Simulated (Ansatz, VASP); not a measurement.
## LiF (Griceite): VASP and Ansatz over several settings

```xyz
2
Lattice="0.0000 2.0140 2.0140 2.0140 0.0000 2.0140 2.0140 2.0140 0.0000" Properties=species:S:1:pos:R:3 pbc="T T T"
F     2.0140    2.0140    2.0140
Li    0.0000    0.0000    0.0000
```

Single points on this cell with VASP 6.6.1 and Ansatz 0.2.0. Each row is one pair of runs. Alike in all rows: spin: off; smearing: fermi-dirac, width 0.05 eV.

| level | k mesh | VASP's potentials, cutoff | Ansatz's potentials, cutoff | gap on the k mesh at the Fermi level (eV), VASP | gap on the k mesh at the Fermi level (eV), Ansatz | least direct gap on the mesh (eV), VASP | least direct gap on the mesh (eV), Ansatz |
| --- | --- | --- | --- | --- | --- | --- | --- |
| PBE | 7 × 7 × 7 | VASP PAW PBE potentials, release 64 (F, Li_sv), 520 eV | Ansatz PAW, 420 eV | 9.09 | 9.09 | 9.09 | 9.09 |
| PBE | 11 × 11 × 11 | VASP PAW PBE potentials, release 64 (F, Li_sv), 520 eV | Ansatz PAW, 420 eV | 9.09 | 9.09 | 9.09 | 9.09 |
| LDA | 11 × 11 × 11 | VASP PAW LDA potentials, release 64 (F, Li_sv), 520 eV | Ansatz PAW, 420 eV | 8.83 | 8.84 | 8.83 | 8.84 |
| r2SCAN | 11 × 11 × 11 | VASP PAW PBE potentials, release 64 (F, Li_sv), 520 eV | Ansatz PAW, 500 eV | 10.27 | 10.06 | 10.27 | 10.06 |

Gap on the k mesh at the fermi level (eV): the two programs differ by at most 0.206; least direct gap on the mesh (eV): the two programs differ by at most 0.206.

Caveats: an odd mesh through Γ misses points on the zone boundary, where band edges often lie (VASP); odd divisions of the mesh miss points on the zone boundary, where band edges often lie, so the gap on the mesh can be too wide (Ansatz).
